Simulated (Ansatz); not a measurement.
# Al2Pt in Ansatz: the effect of functional

Al2Pt:

```
Pt Al
1.0
     0.00000    2.91506    2.91506
     2.91506    0.00000    2.91506
     2.91506    2.91506    0.00000
Pt Al
1 2
Direct
  0.00000 0.00000 0.00000
  0.75000 0.75000 0.75000
  0.25000 0.25000 0.25000
```

The cell isn't the ideal one: volume scaled by 0.96.

Alike in all runs:

- Program: Ansatz 0.2.0
- Task: single point
- Potentials or basis: Ansatz PAW
- k mesh: 8 × 8 × 8
- Occupations: fermi-dirac, width 0.05 eV
- Spin: no spin polarisation

| functional | cutoff | pressure (GPa) |
| --- | --- | --- |
| LDA | 420 eV (not typed: the program's choice for these potentials) | ? |
| PBEsol | 420 eV (not typed: the program's choice for these potentials) | 5.1 |
| r2SCAN | 500 eV (not typed: the program's choice for these potentials) | 5.8 |

What does the run with functional LDA give?

Pressure 1.8 GPa.

Caveats: the PAW data sets come from PBE, with cores solved anew for the run's functional, which leaves a small shift of forces and pressure.
